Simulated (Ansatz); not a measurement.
In doubt: masses and optical values from hybrid runs of this build are listed as unsure, which bears on the screening that GW takes from such a start.

Rows from a G0W0 calculation on As (honeycomb bilayer) (Ansatz 0.2.0; G0W0 on HSE06, plane waves, PAW; PAW set soft_1; 6×6×1 mesh, 264 empty bands, screening to 45 eV, PAW set soft_1 files), in eV. Spin-orbit coupling is left out.

```
row                      k  band   start       Σx  Σc at the solution      Vxc
  A  (0.000, 0.167, 0.000)    c1  -2.958   -9.154              -3.152  -12.775
  B  (0.000, 0.333, 0.000)    c2  -2.828   -8.447              -3.225  -12.059
  C  (0.000, 0.167, 0.000)    v1  -5.068  -14.967               0.933  -14.125
  D  (0.000, 0.333, 0.000)    v1  -6.421  -15.260               1.429  -13.916
  E  (0.000, 0.167, 0.000)    c2  -2.619   -8.844              -3.134  -12.416
  F  (0.000, 0.333, 0.000)    c1  -3.978   -8.514              -2.920  -11.819
```

Q: Give the quasiparticle energies and the shift of each level.

The quasiparticle equation reads E = start + Σx + Σc(E) − Vxc.

```
row  E (eV)  shift (eV)
  A  -2.490      +0.468
  B  -2.442      +0.387
  C  -4.977      +0.091
  D  -6.337      +0.085
  E  -2.180      +0.439
  F  -3.592      +0.386
```

The gap over the computed points goes from 1.06 eV to 1.38 eV.

Limits: not at the basis limit; coarse mesh for a sheet; no spin-orbit coupling.

[Paths, hosts, dates, memory and timing lines, banners, echoed tables and standing remarks are left out of the program output.]

[Logs are printed without paths, hosts, clocks, repeated set-up lines and the standing remarks that a program may print on its own settings, such as how far it seeks lower states.]

[Runs of the session that timed out or met a known fault of the program may be left out.]

[Cells called generated may have been cut or substituted from an entry of the Crystallography Open Database or the Materials Project.]

[Hosts, paths, dates, database ids (printed as entryN), source tags and the programs' standing remarks are cut or masked in the printed files.]
